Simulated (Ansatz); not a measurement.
An Ansatz input and the part of its output that reports the observables at the nuclei.

The cell is a COD entry, taken as it stands.

```yaml
crystal:
  lattice:
    - [1.579, 0.9116360751, 6.1633333333]
    - [-1.579, 0.9116360751, 6.1633333333]
    - [0.0, -1.8232721501, 6.1633333333]
  atoms:
    - { symbol: W, position: [0.0, 0.0, 0.0], spin: 2.0 }
    - { symbol: S, position: [0.2497, 0.2497, 0.2497] }
    - { symbol: S, position: [0.419, 0.419, 0.419] }
magnetization:
  spin_polarized: true
kpoints:
  mp_grid: { grid: [16, 16, 16] }
scf:
  occupations: { method: fermi_dirac, width: 0.02 }
hamiltonian:
  xc: pbe
  pseudopotentials: { kind: paw }
output:
  forces: true
  stress: true
  populations: true
  efg: { quadrupole_moments_barn: { S: -0.0694 }, contact_densities: true }
```

```sh
ansatz run input.yaml --threads 1 --pin off --max-ram 3072MiB --backend cpu --events-out ev --progress --plain --runs-dir out
```

Of the output, the block on the nuclei alone is shown; the set-up, the SCF iterations, energies, forces and stress are cut.

```
--- PAW observables at the nuclei: V_zz in 10²¹ V/m², potentials from the cell's mean, atoms counted from 1 ---
  atom   1  W  V_zz =   -17.324229   η = 0.0000   by run symmetry: allowed
            electrostatic potential = -14806.060998 V   contact ρ = 8821988.416559 e/Å³   contact ρ_s (e/Å³): all electrons -0.000005, valence -0.000000
  atom   2  S  V_zz =    -4.925622   η = 0.0000   by run symmetry: allowed   C_q = +8.2656 MHz
            electrostatic potential = -1638.686569 V   contact ρ = 19770.306041 e/Å³   contact ρ_s (e/Å³): all electrons -0.000002, valence -0.000002
  atom   3  S  V_zz =    -4.150172   η = 0.0000   by run symmetry: allowed   C_q = +6.9643 MHz
            electrostatic potential = -1638.660504 V   contact ρ = 19770.839065 e/Å³   contact ρ_s (e/Å³): all electrons -0.000003, valence -0.000003
```

The run took 2.6 min of wall time (2.6 min of CPU time) and 1.1 GiB at its peak, on 1 thread of Intel Xeon Platinum 8259CL CPU @ 2.50GHz (Skylake/Cascade Lake) (x86_64; 16 cores open to the job, memory cap 3.0 GiB, no GPU), a shared host with a load of 0.7 a core.

At this cell the principal stresses reach 5 GPa in size with PBE, which can matter for small gradients. The largest force is 0.6 eV/Å, so the atoms aren't at the calculated equilibrium and relaxing them would move these values. Without spin–orbit coupling the gradients at and beside W can be off by some per cent, at some sites by more. The start moments die out, and the run ends without spin.
